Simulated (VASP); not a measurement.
# Settings for BaTiO₃: band structure

BaTiO₃, Amm2 (no. 38), 5 atoms in the cell. PBE; PAW potentials Ba_sv, Ti_sv, O (PBE set). VASP 6.6.1.

Wanted: band energies at the path's corners within 0.006 eV; smallest gap over path and mesh within 0.003 eV.

What the run is for: bands; Accuracy asked: tight; Route: fixed density (ICHARG 11).

Band energies at the path's corners: counted from the valence top.

POSCAR:
```
BaTiO3
1.0
    3.9855000000      0.0000000000      0.0000000000
    0.0000000000      2.8369000000      2.8451500000
    0.0000000000     -2.8369000000      2.8451500000
Ba Ti O
1 1 3
Direct
    0.0000000000      0.0000000000      0.0000000000
    0.5000000000      0.5124000000      0.5124000000
    0.5000000000      0.9918400000      0.5052400000
    0.5000000000      0.5052400000      0.9918400000
    0.0000000000      0.4874000000      0.4874000000
```

The series start from Plane-wave cutoff (eV): 460; k-point mesh: 5 × 5 × 5; k points a path segment: 12; Electronic threshold (eV): 1e-6; Precision mode (PREC): Accurate; Bands in all (NBANDS): 35; Aspherical gradient terms in the spheres (LASPH): yes; Highest l that the mixer handles (LMAXMIX): 4. Each series keeps the choices made before it, and each single choice may use up half of a tolerance. Times cover all steps of a run.

## Plane-wave cutoff (eV)

| Plane-wave cutoff (eV) | Band energies at the path's corners, largest deviation (eV) | Smallest gap over path and mesh (eV) | Time (s) |
|---|---|---|---|
| 320 | 0.0490 | 1.8508 | 48 |
| 400 | 0.0091 | 1.8503 | 89 |
| 460 | 0.0006 | 1.8487 | 125 |
| 520 | 0.0011 | 1.8476 | 143 |
| 640 (reference) | 0.0000 | 1.8487 | 185 |

Chosen: 460, the loosest value from which every tighter one stays within half of the tolerance.

## k-point mesh

| k-point mesh | Band energies at the path's corners, largest deviation (eV) | Smallest gap over path and mesh (eV) | Time (s) |
|---|---|---|---|
| 2 × 2 × 2 | 0.2536 | 1.5990 | 75 |
| 3 × 3 × 3 | 0.0481 | 1.8028 | 78 |
| 4 × 4 × 4 | 0.0085 | 1.8418 | 89 |
| 5 × 5 × 5 | 0.0014 | 1.8487 | 125 |
| 6 × 6 × 6 | 0.0002 | 1.8500 | 118 |
| 7 × 7 × 7 (reference) | 0.0000 | 1.8501 | 135 |

Chosen: 5 × 5 × 5.

## Electronic threshold (eV)

| Electronic threshold (eV) | Band energies at the path's corners, largest deviation (eV) | Smallest gap over path and mesh (eV) | Time (s) |
|---|---|---|---|
| 0.001 | 0.0059 | 1.8544 | 50 |
| 0.0001 | 0.0002 | 1.8487 | 54 |
| 1e-5 | 0.0001 | 1.8487 | 58 |
| 1e-6 | 0.0002 | 1.8487 | 60 |
| 1e-7 (reference) | 0.0000 | 1.8488 | 62 |

Chosen: 0.0001.

## Precision mode (PREC)

| Precision mode (PREC) | Band energies at the path's corners, largest deviation (eV) | Smallest gap over path and mesh (eV) | Time (s) |
|---|---|---|---|
| SingleN | 0.0076 | 1.8560 | 31 |
| Normal | 0.0001 | 1.8487 | 33 |
| Accurate (reference) | 0.0000 | 1.8487 | 54 |

Chosen: Normal.

## Bands in all (NBANDS)

| Bands in all (NBANDS) | Band energies at the path's corners, largest deviation (eV) | Smallest gap over path and mesh (eV) | Time (s) |
|---|---|---|---|
| 22 | 0.0349 | 1.8503 | 22 |
| 23 | 0.0049 | 1.8450 | 22 |
| 24 | 0.0021 | 1.8478 | 25 |
| 26 | 0.0003 | 1.8500 | 28 |
| 35 | 0.0011 | 1.8487 | 33 |
| 45 (reference) | 0.0000 | 1.8472 | 45 |

Chosen: 35.

## Aspherical gradient terms in the spheres (LASPH)

| Aspherical gradient terms in the spheres (LASPH) | Band energies at the path's corners, largest deviation (eV) | Smallest gap over path and mesh (eV) | Time (s) |
|---|---|---|---|
| yes | 0.0000 | 1.8487 | 33 |
| no | 0.0049 | 1.8533 | 34 |

Chosen: yes; no other choice that stays within half of the tolerance saves 30 % of the time.

## Highest l that the mixer handles (LMAXMIX)

| Highest l that the mixer handles (LMAXMIX) | Band energies at the path's corners, largest deviation (eV) | Smallest gap over path and mesh (eV) | Time (s) |
|---|---|---|---|
| 4 | 0.0000 | 1.8487 | 33 |
| 2 | 0.0047 | 1.8531 | 37 |
| 6 | 0.0000 | 1.8487 | 37 |

Chosen: 4.

Also changed on the way, by series that aren't shown: k points a path segment: 5.

## All choices together

| Input | Band energies at the path's corners, largest deviation (eV) | Smallest gap over path and mesh (eV) | Time (s) |
|---|---|---|---|
| the program's defaults (naive) | 0.0120 | 1.8443 | 43 |
| chosen settings | 0.0019 | 1.8487 | 33 |
| reference settings throughout | 0.0000 | 1.8506 | 677 |

The tolerance is met.

## The input

INCAR.step1:
```
SYSTEM = BaTiO3
GGA = PE
ISMEAR = 0
SIGMA = 0.03
LWAVE = .FALSE.
LCHARG = .TRUE.
NBANDS = 35
PREC = Normal
LASPH = .TRUE.
LREAL = .FALSE.
ALGO = Normal
EDIFF = 1E-4
NELM = 120
GGA_COMPAT = .FALSE.
ENCUT = 460
EFERMI = MIDGAP
LMAXMIX = 4
```

INCAR.step2, as INCAR.step1 but for:
```
- LCHARG = .TRUE.
+ LCHARG = .FALSE.
+ ICHARG = 11
```

KPOINTS.step1:
```
Automatic mesh
0
Gamma
  5 5 5
  0 0 0
```

KPOINTS.step2:
```
path GXSRAZGYX1A1TY,ZT
5
line-mode
reciprocal
 0.0000000000  0.0000000000  0.0000000000  G
 0.0000000000  0.4985522663 -0.4985522663  X

 0.0000000000  0.4985522663 -0.4985522663  X
 0.0000000000  0.0000000000 -0.5000000000  S

 0.0000000000  0.0000000000 -0.5000000000  S
-0.5000000000  0.0000000000 -0.5000000000  R

-0.5000000000  0.0000000000 -0.5000000000  R
-0.5000000000  0.4985522663 -0.4985522663  A

-0.5000000000  0.4985522663 -0.4985522663  A
-0.5000000000  0.0000000000  0.0000000000  Z

-0.5000000000  0.0000000000  0.0000000000  Z
 0.0000000000  0.0000000000  0.0000000000  G

 0.0000000000  0.0000000000  0.0000000000  G
 0.0000000000 -0.5000000000 -0.5000000000  Y

 0.0000000000 -0.5000000000 -0.5000000000  Y
 0.0000000000 -0.4985522663 -0.5014477337  X1

 0.0000000000 -0.4985522663 -0.5014477337  X1
-0.5000000000 -0.4985522663 -0.5014477337  A1

-0.5000000000 -0.4985522663 -0.5014477337  A1
-0.5000000000 -0.5000000000 -0.5000000000  T

-0.5000000000 -0.5000000000 -0.5000000000  T
 0.0000000000 -0.5000000000 -0.5000000000  Y

-0.5000000000  0.0000000000  0.0000000000  Z
-0.5000000000 -0.5000000000 -0.5000000000  T
```

Commands (each step's output is kept before the next begins):
```
cat potpaw_PBE.64/Ba_sv/POTCAR potpaw_PBE.64/Ti_sv/POTCAR potpaw_PBE.64/O/POTCAR > POTCAR
cp INCAR.step1 INCAR
cp KPOINTS.step1 KPOINTS
mpirun -np 1 vasp_std > vasp.out
cp INCAR.step2 INCAR
cp KPOINTS.step2 KPOINTS
mpirun -np 1 vasp_std > vasp.out
```

Limits: PBE gaps are mostly well below measured ones.

The chosen input took VASP 6.6.1 33 s on 1 core (Intel Xeon Platinum 8488C (Sapphire Rapids)), a shared host.

## An input that fails: fixed density asked without a density file

VASP's message: ERROR: charge density could not be read from file CHGCAR for ICHARG>10.

Changes against the starting input:
```
- LCHARG = True
- NELM = 120
+ LCHARG = False
+ NELM = 54
+ ICHARG = 11
```
